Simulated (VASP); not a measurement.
Here is a VASP 6.6.1 calculation.

The input INCAR:

```
PREC = Accurate
ENCUT = 520
EDIFF = 1E-6
ISMEAR = 0
SIGMA = 0.5
LREAL = False
LASPH = True
NELM = 60
ALGO = Normal
ISIF = 2
LWAVE = False
LCHARG = True
GGA = PS
LELF = True
LVHAR = True
NBANDS = 16
```

The input KPOINTS:

```
Automatic mesh
0
Gamma
  8 8 8
```

File POSCAR:

```
AgCl
1.0
    0.0000000000      2.7229700000      2.7229700000
    2.7229700000      0.0000000000      2.7229700000
    2.7229700000      2.7229700000      0.0000000000
Ag Cl
1 1
Direct
    0.0000000000      0.0000000000      0.0000000000
    0.5000000000      0.5000000000      0.5000000000
```

Potentials or basis: VASP PAW PBE potentials, release 64 (Ag, Cl).

Launch:

```sh
$ cat potpaw_PBE.64/Ag/POTCAR potpaw_PBE.64/Cl/POTCAR > POTCAR
$ mpirun -np 1 vasp_std > vasp.out
```

Problem. Estimate the band gap on the k mesh.

Solution. 0.72 eV, indirect (least direct gap 3.23 eV).

Problem. What does it give for the pressure?

Solution. 0.0 GPa.

Caveat: the PAW data sets were made with another functional, which shifts forces and pressure a little.

**What was measured.**

A printed reference work, data compilation reports, for a bulk crystal of AgCl: band gap 3.249 eV (indirect).

Measured gap of AgCl: 3.249 eV (indirect; a printed reference work, data compilation). This calculation gives 0.72 eV (-2.53 eV). So large a miss can be the level of theory's own, or it may mean another phase, state or a wrong row. Spin-orbit coupling on Ag is left out. The value is that of PBEsol on a finite k mesh, which can miss the band edges, without temperature or zero-point motion. Semilocal functionals fall short of measured gaps as a rule. The cell is a database's relaxed one, not the measured one, which moves gaps too.
